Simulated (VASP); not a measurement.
# SnO2 (Cassiterite) (P4_2/mnm) in VASP: further runs

Runs on SnO2 (Cassiterite). Level: PBE. Tasks: relaxation of shape and atoms at fixed volume, single point.

Program: VASP 6.6.1. These are calculated values, not measurements. Logs are shortened: lines on timing, memory, paths and dates and some standing lists are left out, and cuts for length are marked.

### Step 1. The structure

Symmetry: P4_2/mnm, No. 136, tetragonal system. Conventional cell: a = 4.875 Å, b = 4.875 Å, c = 3.270 Å, α = 90.00°, β = 90.00°, γ = 90.00°. Sn (site symmetry mmm) is surrounded by 6 O at 2.11 Å. O (site symmetry m2m) has 3 Sn at 2.11 Å as nearest neighbours.

### Step 2. Relaxation of shape and atoms at fixed volume, PBE

INCAR

```
ALGO = Fast
EDIFF = 1E-6
EDIFFG = -0.01
ENCUT = 600
GGA = PE
IBRION = 2
ISIF = 4
ISMEAR = 0
LASPH = True
LCHARG = False
LREAL = False
LWAVE = False
NELM = 60
NSW = 50
PREC = Accurate
SIGMA = 0.02
```

KPOINTS

```
k-points
0
Gamma
  6 6 8
```

POSCAR

```
SnO2
1.0
    4.8752188745      0.0000000000      0.0000000000
    0.0000000000      4.8752188745      0.0000000000
    0.0000000000      0.0000000000      3.2701314218
Sn O
2 4
Direct
    0.0000000000      0.0000000000      0.0000000000
    0.5000000000      0.5000000000      0.5000000000
    0.3065442699      0.3065442699      0.0000000000
    0.1934557301      0.8065442699      0.5000000000
    0.6934557301      0.6934557301      0.0000000000
    0.8065442699      0.1934557301      0.5000000000
```

Potentials or basis: VASP PAW PBE potentials, release 64 (Sn_d, O).

Started as:

```sh
$ cat potpaw_PBE.64/Sn_d/POTCAR potpaw_PBE.64/O/POTCAR > POTCAR
$ mpirun -np 1 vasp_std > vasp.out
```

OUTCAR:

```text
EDIFF = 1E-6
   EDIFFG = -0.01
   ENCUT = 600
   GGA = PE
   IBRION = 2
   ISIF = 4
   ISMEAR = 0
   LASPH = True
   LREAL = False
   NELM = 60
   NSW = 50
   PREC = Accurate

 ion  position               nearest neighbor table
   1  0.000  0.000  0.000-   4 2.11   6 2.11   4 2.11   6 2.11   5 2.11   3 2.11
   2  0.500  0.500  0.500-   3 2.11   5 2.11   3 2.11   5 2.11   4 2.11   6 2.11
   3  0.307  0.307  0.000-   2 2.11   2 2.11   1 2.11
   4  0.193  0.807  0.500-   1 2.11   1 2.11   2 2.11
   5  0.693  0.693  0.000-   2 2.11   2 2.11   1 2.11
   6  0.807  0.193  0.500-   1 2.11   1 2.11   2 2.11

  LATTYP: Found a simple tetragonal cell.
 ALAT       =     4.8752188745
 C/A-ratio  =     0.6707660735

  Lattice vectors:

 A1 = (   4.8752188745,   0.0000000000,   0.0000000000)
 A2 = (   0.0000000000,   4.8752188745,   0.0000000000)
 A3 = (   0.0000000000,   0.0000000000,   3.2701314218)

Analysis of symmetry for initial positions (statically):
=====================================================================
 Subroutine PRICEL returns:
 Original cell was already a primitive cell.

 Routine SETGRP: Setting up the symmetry group for a
 simple tetragonal supercell.

 Subroutine GETGRP returns: Found 16 space group operations
 (whereof  8 operations were pure point group operations)
 out of a pool of 16 trial point group operations.

The static configuration has the point symmetry D_2h.
 The point group associated with its full space group is D_4h.

Analysis of symmetry for dynamics (positions and initial velocities):
=====================================================================
 Subroutine PRICEL returns:
 Original cell was already a primitive cell.

 Routine SETGRP: Setting up the symmetry group for a
 simple tetragonal supercell.

 Subroutine GETGRP returns: Found 16 space group operations
 (whereof  8 operations were pure point group operations)
 out of a pool of 16 trial point group operations.

The dynamic configuration has the point symmetry D_2h.
 The point group associated with its full space group is D_4h.

 Subroutine INISYM returns: Found 16 space group operations
 (whereof  8 operations are pure point group operations),
 and found     1 'primitive' translations

----------------------------------------------------------------------------------------

                                     Primitive cell

  volume of cell :      77.7237

  direct lattice vectors                    reciprocal lattice vectors
     4.875218874  0.000000000  0.000000000     0.205118996  0.000000000  0.000000000
     0.000000000  4.875218874  0.000000000     0.000000000  0.205118996  0.000000000
     0.000000000  0.000000000  3.270131422     0.000000000  0.000000000  0.305798107

  length of vectors
     4.875218874  4.875218874  3.270131422     0.205118996  0.205118996  0.305798107

  position of ions in fractional coordinates (direct lattice)
     0.000000000  0.000000000  0.000000000
     0.500000000  0.500000000  0.500000000
     0.306544270  0.306544270  0.000000000
     0.193455730  0.806544270  0.500000000
     0.693455730  0.693455730  0.000000000
     0.806544270  0.193455730  0.500000000

  ion indices of the primitive-cell ions
   primitive index   ion index
                 1           1
                 2           2
                 3           3
                 4           4
                 5           5
                 6           6

----------------------------------------------------------------------------------------

 KPOINTS: k-points

Automatic generation of k-mesh.
 Grid dimensions read from file:
 generate k-points for:    6    6    8

 Generating k-lattice:

  Cartesian coordinates                     Fractional coordinates (reciprocal lattice)
     0.034186499  0.000000000  0.000000000     0.166666667  0.000000000  0.000000000
     0.000000000  0.034186499  0.000000000     0.000000000  0.166666667  0.000000000
     0.000000000  0.000000000  0.038224763     0.000000000  0.000000000  0.125000000

  Length of vectors
     0.034186499  0.034186499  0.038224763

  Shift w.r.t. Gamma in fractional coordinates (k-lattice)
     0.000000000  0.000000000  0.000000000

 Subroutine IBZKPT returns following result:
 ===========================================

 Found     50 irreducible k-points:

 Following reciprocal coordinates:
            Coordinates               Weight
  0.000000  0.000000  0.000000      1.000000
  0.166667  0.000000  0.000000      4.000000
  0.333333  0.000000  0.000000      4.000000
  0.500000  0.000000  0.000000      2.000000
  0.166667  0.166667  0.000000      4.000000
  0.333333  0.166667  0.000000      8.000000
[... 16 lines left out ...]
  0.333333  0.000000  0.250000      8.000000
  0.500000  0.000000  0.250000      4.000000
 [... further k-points ...]
   k-points           NKPTS =     50   k-points in BZ     NKDIM =     50   number of bands    NBANDS=     31
   number of dos      NEDOS =    301   number of ions     NIONS =      6
   total plane-waves  NPLWV =  44800
   dimension x,y,z NGX =    40 NGY =   40 NGZ =   28
   dimension x,y,z NGXF=    80 NGYF=   80 NGZF=   56
   ions per type =               2   4
   NGX,Y,Z   is equivalent  to a cutoff of  13.64, 13.64, 14.23 a.u.
   NGXF,Y,Z  is equivalent  to a cutoff of  27.28, 27.28, 28.47 a.u.
 SYSTEM =  unknown system
   PREC   = accura    normal or accurate (medium, high low for compatibility)
   ISTART =      0    job   : 0-new  1-cont  2-samecut
   ICHARG =      2    charge: 1-file 2-atom 10-const
   ISPIN  =      1    spin polarized calculation?
   LNONCOLLINEAR =      F non collinear calculations
   LSORBIT =      F    spin-orbit coupling
   LASPH  =      T    aspherical Exc in radial PAW
   ENCUT  =  600.0 eV  44.10 Ry    6.64 a.u.   9.74  9.74  6.53*2*pi/ulx,y,z
   NELM   =     60;   NELMIN=  2; NELMDL= -5     # of ELM steps
   EDIFF  = 0.1E-05   stopping-criterion for ELM
   LREAL  =      F    real-space projection
   EDIFFG = -.1E-01   stopping-criterion for IOM
   NSW    =     50    number of steps for IOM
   IBRION =      2    ionic relax: 0-MD 1-quasi-New 2-CG
   NFREE  =      1    steps in history (QN), initial steepest desc. (CG)
   ISIF   =      4    stress and relaxation
   ISYM   =      2    0-nonsym 1-usesym 2-fastsym
   POTIM  = 0.5000    time-step for ionic-motion
   TEBEG  =    0.0;   TEEND  =   0.0 temperature during run
   PSTRESS=    0.0 pullay stress
   NELECT =      52.0000    total number of electrons
   NUPDOWN=      -1.0000    fix difference up-down
   EMIN   =  10.00;   EMAX   =-10.00  energy-range for DOS
   EFERMI =   0.00;   METHOD = LEGACY
   ISMEAR =     0;   SIGMA  =   0.02  broadening in eV -4-tet -1-fermi 0-gaus
   EFERMI_NEDOS =   21; number of points for ismear=-14 and -15
   IALGO  =     68    algorithm
   IMIX   =      4    mixing-type and parameters
     AMIX     =   0.40;   BMIX     =  1.00
     AMIX_MAG =   1.60;   BMIX_MAG =  1.00
  volume/ion in A,a.u.               =      12.95        87.42
  Fermi-wavevector in a.u.,A,eV,Ry     =   1.431830  2.705766 27.893810  2.050137
  Thomas-Fermi vector in A             =   2.551524
   LORBIT       =      0    0 simple, 1 ext, 2 COOP (PROOUT), +10 PAW based schemes
   GGA     = PE    functional components
   LHFCALC =     F    Hartree Fock is set to
   AEXX    =    0.0000 exact exchange contribution
   IVDW    =     0    specifies the selected vdW correction
   LEPSILON=     F    determine dielectric tensor
   LRPA    =     F    only Hartree local field effects (RPA)
 conjugate gradient relaxation of ions
 non-spin polarized calculation
 RMM-DIIS sequential band-by-band and
 Gauss-broadening in eV      SIGMA  =   0.02
  energy-cutoff  :      600.00
  volume of cell :       77.72
 maximum number of plane-waves:      2636
 NGX is ok and might be reduce to    40
   NGX = 19   NGY = 19   NGZ = 13

--------------------------------------- Ionic step        1  -------------------------------------------

 number of electron      51.9999996 magnetization

 Free energy of the ion-electron system (eV)
  ---------------------------------------------------
  ext. energy  EPLUGINS =         0.00000000
  ---------------------------------------------------
  free energy    TOTEN  =       -37.29472134 eV

  energy without entropy =      -37.29472134  energy(sigma->0) =      -37.29472134

------------------------ aborting loop because EDIFF is reached ----------------------------------------

  FORCE on cell =-STRESS in cart. coord.  units (eV):
  Direction    XX          YY          ZZ          XY          YZ          ZX
  --------------------------------------------------------------------------------------
  -------------------------------------------------------------------------------------
  Total       -2.0323156     -2.0323156     -2.6524120      0.0000000      0.0000000      0.0000000
  in kB      -41.8936579    -41.8936579    -54.6761750      0.0000000      0.0000000      0.0000000
  external PRESSURE =     -46.1544969 kB  Pullay stress =       0.0000000 kB
[... 145 lines left out ...]
  energy  without entropy=      -37.2969021001  energy(sigma->0) =      -37.29690210

--------------------------------------- Ionic step        5  -------------------------------------------

 number of electron      51.9999993 magnetization

 Free energy of the ion-electron system (eV)
  ---------------------------------------------------
  ext. energy  EPLUGINS =         0.00000000
  ---------------------------------------------------
  free energy    TOTEN  =       -37.29692758 eV

  energy without entropy =      -37.29692758  energy(sigma->0) =      -37.29692758

 E-fermi :   5.3038     XC(G=0): -10.8184

 val. band max:        5.1970984554   @ k =   0.0000   0.0000   0.0000
 cond. band min:       5.5981499267   @ k =   0.0000   0.0000   0.0000
 fundamental gap:      0.4010514713
 Fermi energy:         5.3038178646

 k-point     1 :       0.0000    0.0000    0.0000
  band No.  band energies     occupation
      1     -15.8067      2.00000
      2     -15.2188      2.00000
      3     -15.0409      2.00000
      4     -15.0132      2.00000
      5     -15.0132      2.00000
      6     -14.9494      2.00000
[... 805 lines left out ...]
     30      13.4034      0.00000
     31      13.9845      0.00000

 [... further k-points ...]

------------------------ aborting loop because EDIFF is reached ----------------------------------------

  FORCE on cell =-STRESS in cart. coord.  units (eV):
  Direction    XX          YY          ZZ          XY          YZ          ZX
  --------------------------------------------------------------------------------------
  -------------------------------------------------------------------------------------
  Total       -2.0550512     -2.0550512     -2.0676728     -0.0000000      0.0000000      0.0000000
  in kB      -42.3623246    -42.3623246    -42.6225029     -0.0000000      0.0000000      0.0000000
  external PRESSURE =     -42.4490507 kB  Pullay stress =       0.0000000 kB
[... 21 lines left out ...]
  FREE ENERGIE OF THE ION-ELECTRON SYSTEM (eV)
  ---------------------------------------------------
  free  energy   TOTEN  =       -37.2969275828 eV

  energy  without entropy=      -37.2969275828  energy(sigma->0) =      -37.29692758

 reached required accuracy - stopping structural energy minimisation
```

It took 2.8 min on 1 thread of Intel Xeon 6975P-C (Granite Rapids), shared host; peak memory 0.28 GiB.

Results:

| Property | Result |
| --- | --- |
| Free energy | -37.2969 eV |
| Energy gained by relaxing | 0.4 meV/atom |
| Ionic steps | 5 |
| Pressure after relaxing | -4.2 GPa |
| Band gap on the k mesh | 0.40 eV, direct |

The path:
```csv
step,energy change (eV),largest force (eV/Å),pressure (GPa),volume (Å³)
1,0.0000,0.0880,-4.62,77.72
2,-0.0021,0.0056,-4.31,77.72
3,-0.0022,0.0102,-4.25,77.72
4,-0.0022,0.0106,-4.24,77.72
5,-0.0022,0.0008,-4.24,77.72
```

Final structure:
```yaml
crystal:
  lattice:
    - [4.88600, 0.00000, 0.00000]
    - [0.00000, 4.88600, 0.00000]
    - [0.00000, 0.00000, 3.25571]
  atoms:
    - { symbol: Sn, position: [0.00000, 0.00000, 0.00000] }
    - { symbol: Sn, position: [0.50000, 0.50000, 0.50000] }
    - { symbol: O, position: [0.30723, 0.30723, 0.00000] }
    - { symbol: O, position: [0.19277, 0.80723, 0.50000] }
    - { symbol: O, position: [0.69277, 0.69277, 0.00000] }
    - { symbol: O, position: [0.80723, 0.19277, 0.50000] }
```

Caveat: spin-orbit coupling is left out, which moves the levels of the heavy elements.

### Step 3. Single point, PBE

This run uses another cell than the first one, of 11.44 Å³/atom, 0.883 times its volume.

INCAR

```
SYSTEM = SnO2
  PREC = Accurate
  ENCUT = 520
  EDIFF = 1E-6
  ISMEAR = 0
  SIGMA = 0.02
  LREAL = .False.
  LASPH = .True.
  NELM = 80
  ALGO = Normal
  ISIF = 2
  LWAVE = .False.
  LCHARG = .True.
  GGA = PE
  LELF = .True.
  LVHAR = .True.
  NBANDS = 35
```

KPOINTS

```
Automatic mesh
0
Gamma
  6 6 8
  0 0 0
```

POSCAR

```
SnO2
1.0
    4.6448572075      0.0000000000      0.0000000000
    0.0000000000      4.6448572075      0.0000000000
    0.0000000000      0.0000000000      3.1828258451
Sn O
2 4
Direct
    0.0000000000      0.0000000000      0.0000000000
    0.5000000000      0.5000000000      0.5000000000
    0.3053547911      0.3053547911      0.0000000000
    0.1946452089      0.8053547911      0.5000000000
    0.6946452089      0.6946452089      0.0000000000
    0.8053547911      0.1946452089      0.5000000000
```

Potentials or basis: VASP PAW PBE potentials, release 64 (Sn_d, O).

Started as:

```sh
$ cat potpaw_PBE.64/Sn_d/POTCAR potpaw_PBE.64/O/POTCAR > POTCAR
$ mpirun -np 1 vasp_std > vasp.out
```

It took 42 s on 1 thread of Intel Xeon 6975P-C (Granite Rapids), shared host; peak memory 0.23 GiB.

Results (log left out):

```yaml
Free_energy: -36.8827 eV
Pressure: 21.1 GPa
Largest_force: 0.013 eV/Å
Band_gap_on_the_k_mesh: 1.67 eV, direct
```

Forces in eV/Å, atoms in the order of the input:
```
Sn   0.000  0.000  0.000
Sn   0.000  0.000  0.000
O   -0.010 -0.010  0.000
O    0.010 -0.010  0.000
O    0.010  0.010  0.000
O   -0.010  0.010  0.000
```

Stress tensor (GPa, compression positive):
```
20.96  0.00  0.00
 0.00 20.96  0.00
 0.00  0.00 21.34
```

Levels at points of the mesh, in eV from the valence-band top:
```tsv
k point	band 23	band 24	band 25	band 26	band 27	band 28	band 29	band 30
(0.00, 0.00, 0.00)	-1.25	-0.80	-0.80	0.00	1.67	6.42	6.42	6.42
(0.50, 0.00, 0.00)	-1.21	-1.21	-0.63	-0.63	4.88	4.88	7.22	7.22
(0.50, 0.50, 0.00)	-1.34	-1.34	-0.90	-0.90	5.29	5.29	7.77	7.77
(0.00, 0.00, 0.50)	-1.78	-1.78	-1.31	-1.31	6.66	6.66	10.11	10.11
(0.50, 0.00, 0.50)	-1.16	-1.16	-0.62	-0.62	6.98	6.98	8.52	8.52
(0.50, 0.50, 0.50)	-0.97	-0.97	-0.85	-0.85	5.27	5.27	9.15	9.15
```

Caveat: so large a pressure means that the cell lies far from this level's equilibrium, or that cutoff or potentials fall short; spin-orbit coupling is left out, which moves the levels of the heavy elements. A hybrid or GW would open this gap; PBE tends to underestimate it.

### Step 4. Relaxation of shape and atoms at fixed volume, PBE

This run uses another cell than the first one, of 11.44 Å³/atom, 0.883 times its volume.

INCAR

```
  PREC = Accurate
  ENCUT = 600
  EDIFF = 1E-6
  ISMEAR = 0
  SIGMA = 0.02
  LREAL = False
  LASPH = True
  NELM = 100
  ALGO = Fast
  ISIF = 4
  LWAVE = False
  LCHARG = False
  GGA = PE
  IBRION = 2
  NSW = 50
  EDIFFG = -0.01
```

KPOINTS

```
Automatic mesh
0
Gamma
  6 6 8
```

POSCAR

```
SnO2
1.0
    4.6555776586      0.0000000000      0.0000000000
    0.0000000000      4.6555776586      0.0000000000
    0.0000000000      0.0000000000      3.1681844642
Sn O
2 4
Direct
    0.0000000000      0.0000000000      0.0000000000
    0.5000000000      0.5000000000      0.5000000000
    0.3056031426      0.3056031426      0.0000000000
    0.1943968574      0.8056031426      0.5000000000
    0.6943968574      0.6943968574      0.0000000000
    0.8056031426      0.1943968574      0.5000000000
```

Started as:

```sh
$ cat potpaw_PBE.64/Sn_d/POTCAR potpaw_PBE.64/O/POTCAR > POTCAR
$ mpirun -np 1 vasp_std > vasp.out
```

Run time: 5.2 min. Hardware: 1 thread of Intel Xeon Platinum 8259CL at 2.50GHz (Skylake/Cascade Lake), shared host; peak memory 0.27 GiB.

Results (log left out):

```
Free energy               : -36.8937 eV
Energy gained by relaxing : 0.5 meV/atom
Ionic steps               : 5
Pressure after relaxing   : 20.9 GPa
Band gap on the k mesh    : 1.67 eV, direct
```

The path:
```
step  energy change (eV)  largest force (eV/Å)  pressure (GPa)  volume (Å³)
   1              0.0000                0.1108           21.23        68.67
   2             -0.0024                0.0996           20.80        68.67
   3             -0.0028                0.0419           20.90        68.67
   4             -0.0031                0.0107           20.87        68.67
   5             -0.0031                0.0017           20.87        68.67
```

Final structure:
```yaml
crystal:
  lattice:
    - [4.64294, 0.00000, 0.00000]
    - [0.00000, 4.64294, 0.00000]
    - [0.00000, 0.00000, 3.18546]
  atoms:
    - { symbol: Sn, position: [0.00000, 0.00000, 0.00000] }
    - { symbol: Sn, position: [0.50000, 0.50000, 0.50000] }
    - { symbol: O, position: [0.30533, 0.30533, 0.00000] }
    - { symbol: O, position: [0.19467, 0.80533, 0.50000] }
    - { symbol: O, position: [0.69467, 0.69467, 0.00000] }
    - { symbol: O, position: [0.80533, 0.19467, 0.50000] }
```

Levels at points of the mesh, in eV from the valence-band top:
| k point | band 22 | band 23 | band 24 | band 25 | band 26 | band 27 | band 28 | band 29 | band 30 | band 31 |
| --- | --- | --- | --- | --- | --- | --- | --- | --- | --- | --- |
| (0.00, 0.00, 0.00) | -1.25 | -1.25 | -0.80 | -0.80 | 0.00 | 1.67 | 6.41 | 6.41 | 6.41 | 10.69 |
| (0.50, 0.00, 0.00) | -2.03 | -1.21 | -1.21 | -0.63 | -0.63 | 4.87 | 4.87 | 7.22 | 7.22 | 11.60 |
| (0.50, 0.50, 0.00) | -2.11 | -1.35 | -1.35 | -0.90 | -0.90 | 5.28 | 5.28 | 7.76 | 7.76 | 11.57 |
| (0.00, 0.00, 0.50) | -2.67 | -1.78 | -1.78 | -1.30 | -1.30 | 6.66 | 6.66 | 10.12 | 10.12 | 10.79 |
| (0.50, 0.00, 0.50) | -1.79 | -1.15 | -1.15 | -0.61 | -0.61 | 6.98 | 6.98 | 8.52 | 8.52 | 11.25 |
| (0.50, 0.50, 0.50) | -2.28 | -0.97 | -0.97 | -0.85 | -0.85 | 5.27 | 5.27 | 9.15 | 9.15 | 11.27 |

Caveat: spin-orbit coupling is left out, which moves the levels of the heavy elements.
